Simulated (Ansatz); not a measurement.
**Work and stress of cleavage in C**

Method: DFT LDA, scalar-relativistic, plane waves, PAW (Ansatz). Cutoff 420 eV, Γ-centred 10×10×3 k-points, Gaussian smearing of 0.05 eV. No spin polarisation. Energies are free energies at this smearing, counted from the undisturbed cell; pressure is positive in compression.

The undisturbed cell (relaxed at this level):

```
C
1.0
    -2.49129    0.00000    0.00000
    -1.24565   -2.15752    0.00000
     1.24565    0.71917   10.25388
C
10
Direct
  0.02482 0.02482 0.67386
  0.97518 0.97518 0.52494
  0.10870 0.10870 0.92549
  0.89130 0.89130 0.27331
  0.15837 0.15837 0.07450
  0.84163 0.84163 0.12430
  0.37486 0.37486 0.72399
  0.62514 0.62514 0.47481
  0.42532 0.42532 0.87537
  0.57468 0.57468 0.32343
```

The cut lies on the cell's a–b face, a (0 0 1) plane (indices in the standard cell, whose axes needn't be the Cartesian ones shown) of area 5.38 Å², between layers 1.53 Å apart. Vector c is lengthened by d along the normal with the atoms' Cartesian places fixed: one unrelaxed cut a cell. The traction is positive where the two halves pull on each other.

| d (Å) | energy (J/m²) | traction (GPa) |
| --- | --- | --- |
| -0.30 | 6.12 | -537.4 |
| -0.15 | 1.13 | -172.2 |
| 0.00 | 0.00 | 0.0 |
| 0.25 | 1.55 | 99.5 |
| 0.50 | 4.29 | 112.5 |
| 0.75 | 6.98 | 100.8 |
| 1.00 | 9.29 | 83.8 |
| 1.50 | 12.63 | 51.3 |
| 2.00 | 14.59 | 28.1 |
| 3.00 | 16.05 | 5.4 |
| 6.00 | 16.29 | 0.0 |

Question: What are the work of separation and the cleavage stress, and do they fit the universal binding curve?

Answer: The energy levels off near W ≈ 16.29 J/m² (the traction is down to 0.0 GPa), the energy of the two unrelaxed faces, 8.14 J/m² each on average. The largest sampled traction is 112.5 GPa at d = 0.50 Å, and a parabola through it and its two neighbours peaks at σ_max ≈ 112.5 GPa, d ≈ 0.51 Å. The curve E = W[1 − (1 + d/ℓ)exp(−d/ℓ)] peaks in traction at d = ℓ with σ_max = W/(eℓ); with 1 J/m² per Å = 10 GPa this W and σ_max give ℓ = 0.53 Å. A parabola through that curve at the same three d peaks at 0.57 Å, against 0.51 Å here, a fair fit. The opened faces are metallic here, and spin polarisation, left out, could lower W. Real crystals break at far lower stress, because cracks concentrate it, and on the plane of lowest W, which needn't be this one.

The cut is rigid; relaxing the faces lowers these energies and usually the stresses.

The gap closes along the scan, which can put kinks into the curve.

Cost: 11 runs of about 2.1 core-minutes in all, on Intel Xeon Platinum 8259CL (Skylake/Cascade Lake) (shared hosts).